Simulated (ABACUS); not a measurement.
NiO:

```
CELL_PARAMETERS angstrom
0.00000 2.08590 2.08590
2.08590 0.00000 2.08590
2.08590 2.08590 0.00000
ATOMIC_POSITIONS crystal
Ni 0.00000 0.00000 0.00000
O 0.50000 0.50000 0.50000
```

| Item | Value |
| --- | --- |
| Program | ABACUS 3.10.1 |
| Task | relaxation of cell and atoms |
| Functional | LDA |
| Potentials or basis | PseudoDojo NC SR 0.4.1 LDA standard |
| Cutoff | 1333 eV |
| Density cutoff | 5333 eV |
| Basis | plane waves |
| k mesh | 9 × 9 × 9 |
| Occupations | fermi-dirac, width 0.05 eV |
| Spin | collinear spin, ferromagnetic start |
| Starting moments | [1.0, 0.0] μB |

At the start: pressure -19.4 GPa; volume 9.08 Å³/atom.

Task: How do energy, volume and symmetry change on relaxing?

Result: Over 8 steps the energy falls by 63.1 meV/atom and the volume is 8.23 Å³/atom (-9.3 %); space group Fm-3m (No. 225, to 0.05 Å); moment 0.00 μB per cell.

The path:
| step | energy change (eV) | largest force (eV/Å) | pressure (GPa) | volume (Å³) |
| --- | --- | --- | --- | --- |
| 1 | 0.0000 | 0.0000 | -19.36 | 18.15 |
| 2 | -0.0515 | 0.0000 | 22.32 | 15.33 |
| 3 | -0.1260 | 0.0000 | 0.86 | 16.41 |
| 4 | -0.1260 | 0.0000 | 0.88 | 16.41 |
| 5 | -0.1261 | 0.0000 | -0.76 | 16.52 |
| 6 | -0.1262 | 0.0000 | -0.14 | 16.48 |
| 7 | -0.1262 | 0.0000 | 0.12 | 16.46 |
| 8 | -0.1262 | 0.0000 | 0.02 | 16.47 |

Final structure:
```
Ni O
1.0
     0.00000    2.01929    2.01929
     2.01929    0.00000    2.01929
     2.01929    2.01929    0.00000
Ni O
1 1
Direct
  0.00000 0.00000 0.00000
  0.50000 0.50000 0.50000
```
